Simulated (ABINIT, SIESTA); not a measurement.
This is a calculation of MoS2 for ABINIT 10.8.3 (patched build). Measurements of this composition are mostly on another form, of space group No. 194.

run.abi

```
pp_dirpath "./"
pseudos "Mo.upf, S.upf"

acell 6.4149071181 6.4149071181 6.414907118 Angstrom
rprim
     0.2463013058     0.1422021252     0.9587044499
    -0.2463013058     0.1422021252     0.9587044499
     0.0000000000    -0.2844042504     0.9587044499
ntypat 2
znucl 42 16
natom 3
typat 1 2 2
xred
     0.0000000000     0.0000000000     0.0000000000
     0.4170000000     0.4170000000     0.4170000000
     0.2500000000     0.2500000000     0.2500000000

ecut 40.0

kptopt 1
ngkpt 10 10 10
nshiftk 1
shiftk 0.0 0.0 0.0

ixc -116133

nband 17
occopt 3
tsmear 0.00183747

nstep 100
tolvrs 1.0e-10

iomode 3
prtwf 0
prtden 0
prteig 0
prtebands 0
```

Potentials or basis: PseudoDojo NC SR PBEsol v0.4.1 standard.

Run with:

```console
$ abinit run.abi > log 2>&1
```

**Question.** What does the same run look like in SIESTA 5.4.2? Potentials or basis there: files PseudoDojo sr-pbesol-0.4.1-standard, DZP (energy shift 0.003 Ry; two zetas on semicore shells).

**Answer.** As run (cutoffs and basis follow the program's own potentials, and thresholds, step limits or extra output files can differ):

The input MoS2.fdf:

```
SystemName                      MoS2
SystemLabel                     MoS2
NumberOfSpecies                 2
NumberOfAtoms                   3
%block ChemicalSpeciesLabel
  1  42 Mo
  2  16 S
%endblock ChemicalSpeciesLabel

LatticeConstant                 1.0 Ang
%block LatticeVectors
     1.5800000000     0.9122134253     6.1500000000
    -1.5800000000     0.9122134253     6.1500000000
     0.0000000000    -1.8244268506     6.1500000000
%endblock LatticeVectors
AtomicCoordinatesFormat         Fractional
%block AtomicCoordinatesAndAtomicSpecies
     0.0000000000     0.0000000000     0.0000000000  1  Mo
     0.4170000000     0.4170000000     0.4170000000  2  S
     0.2500000000     0.2500000000     0.2500000000  2  S
%endblock AtomicCoordinatesAndAtomicSpecies

%block kgrid.MonkhorstPack
   10   0   0  0.0
    0  10   0  0.0
    0   0  10  0.0
%endblock kgrid.MonkhorstPack
XC.Functional                   GGA
XC.Authors                      PBEsol
PAO.BasisSize                   DZP
PAO.EnergyShift                 0.003 Ry
Mesh.Cutoff                     800 Ry
OccupationFunction              FD
ElectronicTemperature           0.05 eV
MaxSCFIterations                120
SCF.MustConverge                false
SCF.Mixer.Method                Pulay
SCF.Mixer.Weight                0.25
SCF.Mixer.History               8
SCF.DM.Tolerance                5.0e-05
SCF.H.Tolerance                 1.0e-03 eV
WriteForces                     true
Charge.Mulliken                 end
Charge.Hirshfeld                end
Charge.Voronoi                  end
SaveRho                         true
SaveElectrostaticPotential      true
%block PAO.Basis
  Mo 5
  n=4 0 2
    3.234 0.000
  n=5 0 2
    8.897 0.000
  n=4 1 2
    3.729 0.000
  n=5 1 1
    8.897
  n=4 2 2
    6.735 0.000
%endblock PAO.Basis
```

Potentials or basis: PseudoDojo 0.4 standard (PBEsol files), converted to PSML, two zetas on semicore shells, DZP (energy shift 0.003 Ry; two zetas on semicore shells).

The run is started by

```bash
$ siesta < MoS2.fdf > MoS2.out 2>&1
```

Both were run:

|  | ABINIT | SIESTA |
| --- | --- | --- |
| Pressure | 0.4 GPa | 3.4 GPa |

Pressure is positive in compression.
